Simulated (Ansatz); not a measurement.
**KCl: a tetragonal deformation path**

One table from this session's results is given with a row withheld; the runs are named, their logs left out.

Method: DFT r2SCAN, scalar-relativistic, plane waves, PAW, in Ansatz 0.2.0.

## The system as given

The structure is cubic, space group Fm-3m (No. 225). The conventional cell has a = 6.312 Å, b = 6.312 Å, c = 6.312 Å, α = 90.00°, β = 90.00°, γ = 90.00°. Around K (site symmetry m-3m) lie 6 Cl at 3.16 Å. Cl (site symmetry m-3m) is surrounded by 6 K at 3.16 Å.

As a file:

```cif
data_structure
_symmetry_space_group_name_H-M 'P 1'
_symmetry_Int_Tables_number 1
_cell_length_a 4.4634
_cell_length_b 4.4634
_cell_length_c 4.4634
_cell_angle_alpha 60.000
_cell_angle_beta 60.000
_cell_angle_gamma 60.000
_cell_volume 62.88
loop_
_atom_site_label
_atom_site_type_symbol
_atom_site_fract_x
_atom_site_fract_y
_atom_site_fract_z
_atom_site_occupancy
K1 K 0.00000 0.00000 0.00000 1
Cl1 Cl 0.50000 0.50000 0.50000 1
```

The cell is taken as given, not relaxed at this level.

## Zero of energy

Reference values: F = -2630.4728 eV; pressure -0.17 GPa; largest force 0.000 eV/Å; gap on the mesh 5.79 eV. It was computed beforehand with the settings of the runs below.

The first run:

At fixed volume and fractional coordinates, lengths along (0.000, 0.000, 1.000) are scaled against those across it; ρ is that ratio over its starting value.

The input, input.yaml:

```yaml
crystal:
  lattice:
    - [0.0, 3.5427808131, 2.5047460348]
    - [3.5427808131, 0.0, 2.5047460348]
    - [3.5427808131, 3.5427808131, 0.0]
  atoms:
    - { symbol: K, position: [0.0, 0.0, 0.0] }
    - { symbol: Cl, position: [0.5, 0.5, 0.5] }
basis:
  ecutwfc: 500
kpoints:
  mp_grid: { grid: [8, 8, 8] }
hamiltonian:
  xc: r2scan
scf:
  occupations: { method: gaussian, width: 0.05 }
output:
  forces: true
  stress: true
  eigenvalues: true
```

The run is started by

```sh
$ ansatz run input.yaml --threads 1 --pin off --max-ram 2560MiB --backend cpu --events-out ev --progress --plain --runs-dir out
```

Among the steps run: At ρ = 0.707; ρ = 1.414; ρ = 0.850; At ρ = 1.200; ρ = 0.780; At ρ = 1.300; Point ρ = 0.920; ρ = 1.100; Point ρ = 0.650; At ρ = 1.500; ρ = 0.960; At ρ = 1.050.

One of the session's tables, all rows but one given; the rest of the session is left out.

The scan, with free energies counted from the undisturbed cell:

```
    ρ  ΔE (meV/atom)  pressure (GPa)  gap on the mesh (eV)
0.650         1047.8            16.2                  3.51
0.707          567.4             9.5                  4.44
0.780          237.5             4.3                  5.15
0.850           85.9             1.6                  5.52
0.920           19.7             0.3                  5.71
0.960            4.4            -0.1                  5.76
1.000            0.0            -0.2                  5.79
1.050            5.6             0.0                  5.77
1.100           20.3             0.3                  5.73
1.200              ?               ?                     ?
1.300          139.9             3.2                  5.47
1.414          243.0             5.5                  5.29
1.500          337.1             7.5                  5.14
```

Estimate the missing values for ρ = 1.200.

Worked estimate for «ΔE (meV/atom)». A straight line through the neighbours (1.100, 20.3) and (1.300, 139.9) gives 20.3 + (139.9 − 20.3) × (1.200 − 1.100) / (1.300 − 1.100) = 80.1; a parabola fitted to 4 rows on both sides gives 70.1.

As computed: ΔE (meV/atom): 69.6; pressure (GPa): 1.5; gap on the mesh (eV): 5.62. In «ΔE (meV/atom)» the line misses by +10.5 and the parabola by +0.5.
